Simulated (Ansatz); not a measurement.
**Band structure of KI**

```xyz
2
Lattice="0.0000 3.9946 3.9946 3.9946 0.0000 3.9946 3.9946 3.9946 0.0000" Properties=species:S:1:pos:R:3 pbc="T T T"
K     0.0000    0.0000    0.0000
I     1.9973    1.9973    1.9973
```

Atoms are numbered in the order listed.

The cell was built from the zincblende type and relaxed in the same program, and has space group F-43m; it needn't be a known or the stable phase.

Spin–orbit coupling is left out, though it moves levels of the heavy atoms by tenths of an eV or more.

Method: Ansatz 0.2.0, DFT, PBE, all-electron LAPW, scalar-relativistic.

Settings: a Γ-centred 9×9×9 k mesh, Fermi–Dirac smearing of 0.03 eV, basis error target 0.5 meV/atom, no spin polarisation.

Points in fractions of the reciprocal vectors of this cell: Γ (0, 0, 0), X (-0.5, -0.5, 0), U (-0.375, -0.375, 0.25), K (-0.375, 0, 0.375), L (0, 0, 0.5), W (-0.5, -0.25, 0.25). The path joins them by straight lines in the order Γ–X–U–K–Γ–L–W–X; legs that retrace an earlier one aren't tabulated. Energies are in eV from the top of the valence band.

Q: Is there a gap, and where are the band edges?

A: 3.90 eV, direct at Γ.

Q: List the levels between -5 and 5 eV at the symmetry points.

A: 
Γ: 0.00 (×3), 3.90
X: -0.47, -0.06 (×2)
U: -0.37, -0.19, -0.04
K: -0.37, -0.19, -0.04
L: -0.45, -0.01 (×2)
W: -0.31, -0.24, -0.07

Kohn–Sham gaps of semilocal functionals usually fall short of measured ones.
